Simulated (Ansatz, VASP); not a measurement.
# One calculation of Li4S5, two programs

```xyz
9
Lattice="3.1605 0.0000 0.0000 -1.5803 2.7371 0.0000 0.0000 0.0000 16.4366" Properties=species:S:1:pos:R:3 pbc="T T T"
Li    0.0000    0.0000    2.1062
Li    0.0000    1.8247    6.0923
Li    1.5803    0.9124    9.3866
Li    0.0000    1.8247   14.8030
S     0.0000    0.0000   -0.0948
S     0.0000    0.0000    4.3095
S     0.0000    0.0000    7.8294
S     0.0000    1.8247   11.2691
S     0.0000    0.0000   12.8952
```

Alike in both runs: functional PBE; dispersion D3(BJ); k mesh 6 × 6 × 1; occupations gaussian, width 0.1 eV; no spin polarisation.

Ansatz relaxed the structure, and its values are those at the end. VASP's run is a single point on that final structure, the one shown.

|  | VASP | Ansatz |
| --- | --- | --- |
| version | VASP 6.6.1 | Ansatz 0.2.0 |
| potentials or method | VASP PAW PBE potentials, release 64 (Li_sv, S) | scalar-relativistic, plane waves, PAW |
| plane-wave cutoff (eV) | 520 | 420 |
| valence electrons in the cell | 42 | 42 |

VASP gave:

- gap on the k mesh at the Fermi level (eV): none
- rms of the force components (eV/Å): 0.008

Task: What did Ansatz give for the same quantities?

Result: gap on the k mesh at the Fermi level (eV): none; rms of the force components (eV/Å): 0.001.

A gap of «none» marks a metal or a gap that the smearing closes.

Caveats: the k mesh is coarse (spacing up to 0.38 Å⁻¹), so the values aren't converged.
